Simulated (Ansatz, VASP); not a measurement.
## One calculation of Al, two programs

```
CELL_PARAMETERS angstrom
2.82450 0.00000 0.00000
-1.41225 2.44609 0.00000
0.00000 0.00000 9.38847
ATOMIC_POSITIONS crystal
Al 0.00000 0.00000 0.00000
Al 0.33333 0.66667 0.25000
Al 0.00000 0.00000 0.50000
Al 0.66667 0.33333 0.75000
```

Alike in both runs: functional PBEsol; k mesh 9 × 9 × 3; no spin polarisation.

Ansatz relaxed the structure, and its values are those at the end. VASP's run is a single point on that final structure, the one shown.

|  | VASP | Ansatz |
| --- | --- | --- |
| version | VASP 6.6.1 | Ansatz 0.2.0 |
| potentials or method | VASP PAW PBE potentials, release 64 (Al) | plane waves, PAW |
| plane-wave cutoff (eV) | 520 | 420 |
| occupations | methfessel-paxton of order 1, width 0.1 eV | cold, width 0.1 eV |
| valence electrons in the cell | 12 | 12 |

Ansatz gave:

| Quantity | Value |
| --- | --- |
| pressure (GPa) | 0.0 |

Task: Estimate VASP's values.

Result: Pressure (GPa): 0.1.

Caveats: the PAW data sets were made with another functional, which shifts forces and pressure a little (VASP).
